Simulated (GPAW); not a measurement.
Write an ASE script for GPAW 26.7.0 that does the following.

| Property | Result |
| --- | --- |
| Task | single point |
| Functional | PBE |
| Potentials or basis | GPAW PAW data sets (gpaw-data 1.2.1) |
| Cutoff | 600 eV |
| Basis | pw |
| k mesh | 3 × 5 × 3 |
| Occupations | fermi-dirac, width 0.05 eV |
| Spin | no spin polarisation |
| Maxiter | 150 |

The structure of TePb lies in POSCAR:

```
TePb
1.0
    8.1311732700      0.0000000000      0.0000000000
    0.0000000000      4.5705828900      0.0000000000
    0.0000000000      0.0000000000      7.9149684600
Pb Te
4 4
Direct
    0.9984680700      0.2500000000      0.2512549200
    0.4984680700      0.2500000000      0.2487450800
    0.5015319300      0.7500000000      0.7512549200
    0.0015319300      0.7500000000      0.7487450800
    0.7510934300      0.2500000000      0.9166170000
    0.2510934300      0.2500000000      0.5833830000
    0.7489065700      0.7500000000      0.4166170000
    0.2489065700      0.7500000000      0.0833830000
```

The cell comes from a database or a generator and needn't be the stable form of this composition.

The cell isn't the ideal one: strain = 0.02.

The input as run:

run.py

```python
from ase.dft.bandgap import bandgap
from ase.io import read, write
from ase.units import GPa
from gpaw import GPAW, PW

atoms = read('POSCAR')

calc = GPAW(mode=PW(600),
            xc='PBE',
            kpts={'size': (3, 5, 3), 'gamma': True},
            occupations={'name': 'fermi-dirac', 'width': 0.05},
            nbands=62,
            convergence={'density': 1e-05, 'energy': 1e-05},
            maxiter=150,
            txt='gpaw.txt')
atoms.calc = calc
energy = atoms.get_potential_energy()
forces = atoms.get_forces()
stress = atoms.get_stress()
calc.write('gs.gpw')
write('result.traj', atoms)
print(f'Energy: {energy:.6f} eV')
print('Forces (eV/A):')
print(forces.round(4))
print('Stress (GPa):', (stress / GPa).round(3))
print('Fermi level:', round(calc.get_fermi_level(), 4), 'eV')
print(f'Gap: {bandgap(calc)[0]:.4f} eV, direct: {bandgap(calc, direct=True)[0]:.4f} eV')
```

Potentials or basis: GPAW PAW data sets (gpaw-data 1.2.1), pw.

Run with:

```sh
$ OMP_NUM_THREADS=1 python run.py
```

Results of the run:

| Item | Value |
| --- | --- |
| Pressure | -1.0 GPa |
| Largest force | 0.005 eV/Å |
| Band gap on the k mesh | 0.29 eV |

Caveat: the density grid can change from cell to cell, which puts small steps into energies and stress; spin-orbit coupling is left out, which as a rule narrows the gap of such compounds by several tenths of an eV; an odd mesh through Γ misses points on the zone boundary, where band edges often lie.

Run time: 5.6 min on 1 thread of Arm Neoverse V1 (shared host), peak memory 0.54 GiB.
